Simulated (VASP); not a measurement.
## Mo: relaxation of the atoms with r2SCAN

The system is Mo.

```
CELL_PARAMETERS angstrom
-1.55548 1.55548 1.55548
1.55548 -1.55548 1.55548
1.55548 1.55548 -1.55548
ATOMIC_POSITIONS crystal
Mo 0.00000 0.00000 0.00000
```

The cell isn't the ideal one: a relaxed cell with its volume scaled by 0.96.

```
Program                : VASP 6.6.1
Task                   : relaxation of the atoms
Functional             : r2SCAN
Potentials or basis    : VASP PAW PBE potentials, release 64 (Mo_sv)
Cutoff                 : 600 eV
k mesh                 : 16 × 16 × 16
Occupations            : methfessel-paxton, width 0.1 eV
Spin                   : no spin polarisation
Further INCAR settings : ALGO = Normal; EDIFF = 1e-07; IBRION = 2; EDIFFG = -0.01; NSW = 40
```

The pressure after relaxing is 12.2 GPa. The band gap on the k mesh is none (metal or under the smearing width).

Final structure:
```cif
data_structure
_symmetry_space_group_name_H-M 'P 1'
_symmetry_Int_Tables_number 1
_cell_length_a 2.6942
_cell_length_b 2.6942
_cell_length_c 2.6942
_cell_angle_alpha 109.471
_cell_angle_beta 109.471
_cell_angle_gamma 109.471
_cell_volume 15.05
loop_
_atom_site_label
_atom_site_type_symbol
_atom_site_fract_x
_atom_site_fract_y
_atom_site_fract_z
_atom_site_occupancy
Mo1 Mo 0.00000 0.00000 0.00000 1
```

Levels at points of the mesh, in eV from the Fermi level:
```csv
k point,band 5,band 6,band 7,band 8,band 9,band 10
"(0.00, 0.00, 0.00)",-7.80,-1.52,-1.52,-1.52,1.96,1.96
"(0.50, 0.00, 0.00)",-5.86,-3.79,1.72,1.97,2.70,5.19
"(0.50, 0.50, 0.50)",-5.98,-5.98,4.35,4.35,4.35,9.77
```

Wall time 110 s on 1 thread of AMD EPYC 9R45 96-Core Processor (Zen 5) (shared host), peak memory 0.14 GiB.

Caveat: the relaxation stopped at its first step, so nothing moved; the PAW data sets were made with another functional, which shifts forces and pressure a little.
